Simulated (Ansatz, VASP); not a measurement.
**One calculation of Ge, two programs**

```
CELL_PARAMETERS angstrom
0.00000 2.80921 2.80921
2.80921 0.00000 2.80921
2.80921 2.80921 0.00000
ATOMIC_POSITIONS crystal
Ge 0.00000 0.00000 0.00000
Ge 0.25000 0.25000 0.25000
```

Alike in both runs: task single point; functional PBEsol; k mesh 14 × 14 × 14; occupations gaussian, width 0.1 eV; no spin polarisation.

|  | VASP | Ansatz |
| --- | --- | --- |
| version | VASP 6.6.1 | Ansatz 0.2.0 |
| potentials or method | VASP PAW PBE potentials, release 64 (Ge_d) | scalar-relativistic, plane waves, PAW |
| plane-wave cutoff (eV) | 520 | 420 |
| valence electrons in the cell | 28 | 28 |

VASP gave:

```
gap on the k mesh at the Fermi level (eV) : 0.19
least direct gap on the mesh (eV)         : 0.19
pressure (GPa)                            : 1.8
```

Task: What did Ansatz give for the same quantities?

Result: gap on the k mesh at the Fermi level (eV): 0.17; least direct gap on the mesh (eV): 0.17; pressure (GPa): 2.2.

Caveats: the PAW data sets were made with another functional, which shifts forces and pressure a little (VASP).
